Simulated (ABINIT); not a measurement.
Runs of ABINIT 10.8.3 (patched build) on SnSe. Symmetry: Fm-3m, No. 225, cubic system. Conventional cell: a = 6.020 Å, b = 6.020 Å, c = 6.020 Å, α = 90.00°, β = 90.00°, γ = 90.00°. Sn (site symmetry m-3m) has 6 Se at 3.01 Å as nearest neighbours. Se (site symmetry m-3m) is surrounded by 6 Sn at 3.01 Å. Measurements of this composition are mostly on another form, of space group No. 62.

```csv
task,level,potentials or basis,spin,k mesh,cutoff (eV),fine-grid cutoff,pressure (GPa),V0 of scaled cells (Å³/atom),B0 (GPa)
equation of state,BP86,JTH PAW PBE v2.0,off,8 × 8 × 8,599,1197.3 eV,-,(b),47
equation of state,revPBE,JTH PAW PBE v2.0,off,8 × 8 × 8,599,1197.3 eV,-,(a),43
band structure,LDA,JTH PAW LDA v2.0 sp,"SOC, no magnetisation",8 × 8 × 8,408,816.342 eV,-3.6,-,-
equation of state,SOGGA,JTH PAW PBE v2.0,off,8 × 8 × 8,599,1197.3 eV,-,25.79,60
single point,PBEsol,JTH PAW PBE v2.0,off,6 × 6 × 6,599,1197.3 eV,-2.3,-,-
```

Alike in all rows: cell as given; smearing fermi-dirac 0.05 eV.

Fill in the values left out.

(a) 28.47; (b) 28.05.

Caveats: the PAW data sets were made with another functional, which shifts forces and pressure a little (some runs); pressures at fixed basis lie under the slope of the energies (some runs); this set keeps more shells in the core, which shifts pressures and gaps (some runs).

The runs don't all hold the same shells in valence.

Runs at the PBE level aren't shown here.
